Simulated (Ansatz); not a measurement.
Crystal: Al2O3.

```
CELL_PARAMETERS angstrom
4.61378 0.00000 0.00000
0.00000 9.56328 0.00000
0.00000 0.00000 3.11986
ATOMIC_POSITIONS crystal
Al 0.98298 0.82457 0.00000
Al 0.01702 0.17543 0.00000
Al 0.48297 0.67543 0.50000
Al 0.51702 0.32457 0.50000
O 0.50000 0.50000 0.50000
O 0.12363 0.75305 0.50000
O 0.37637 0.25305 0.00000
O 0.62364 0.74695 0.00000
O 0.00000 0.00000 0.00000
O 0.87636 0.24695 0.50000
```

Measurements of this composition are mostly on another form, of space group No. 167.

Base run:

* Program: Ansatz 0.2.0
* Functional: PBE0
* Potentials or basis: Ansatz PAW
* Cutoff: 420 eV
* Density cutoff: 1680 eV
* k mesh: 4 × 2 × 6
* Occupations: fixed
* Spin: no spin polarisation

Its results: band gap on the k mesh 5.96 eV, direct; largest force 0.211 eV/Å.

Task: The run is repeated on the same cell with these changes: functional from PBE0 to HSE06; level from pbe0 to hse06. What comes out?

Result: Band gap on the k mesh 5.21 eV, direct; largest force 0.211 eV/Å.

Caveats: the PAW data sets come from PBE, with cores solved anew for the run's functional, which leaves a small shift of forces and pressure.

Not every run made on this cell is shown here.
